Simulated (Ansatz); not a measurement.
# Hf under changes of volume

One of the cells (21.939 Å³/atom); the others are scaled copies at fixed shape and fractional positions:

```
CELL_PARAMETERS angstrom
4.96233 0.00000 0.00000
-2.48116 4.29750 0.00000
0.00000 0.00000 3.08623
ATOMIC_POSITIONS crystal
Hf 0.00000 0.00000 0.00000
Hf 0.33333 0.66667 0.50000
Hf 0.66667 0.33333 0.50000
```

This isn't the form of Hf at room conditions, which is hcp.

| Quantity | Value |
| --- | --- |
| Program | Ansatz 0.2.0 |
| Functional | PBEsol |
| Potentials or basis | Ansatz PAW |
| Cutoff | 420 eV (not typed: the program's choice for these potentials) |
| k mesh | 6 × 6 × 9 |
| Occupations | fermi-dirac, width 0.05 eV |
| Spin | no spin polarisation |

| volume (Å³/atom) | energy over the lowest point (meV/atom) | pressure (GPa) |
| --- | --- | --- |
| 20.622 | 10.54 | 4.5 |
| 21.061 | 1.86 | 1.9 |
| 21.500 | 0.00 | -0.5 |
| 21.939 | 4.41 | -2.7 |
| 22.377 | ? | ? |
| 22.816 | 29.98 | -6.5 |
| 23.255 | 50.20 | -8.2 |

Problem. What does the run at 22.377 Å³/atom give?

Solution. Energy over the lowest point 14.56 meV/atom; pressure -4.7 GPa.

Worked out: A Birch-Murnaghan fit of order 3 (a polynomial in V^(-2/3)) to the other rows has its minimum at 21.40 Å³/atom with B0 = V·E''(V) = 114 GPa and B' = 3.3 at fixed shape and positions, which overstates the stiffness. It gives 14.55 meV/atom at 22.377 Å³/atom, against the run's 14.56, and -dE/dV = -4.7 GPa, against -4.7.

Energies are extrapolated to zero smearing.

Caveats: the PAW data sets come from PBE, with cores solved anew for the run's functional, which leaves a small shift of forces and pressure.
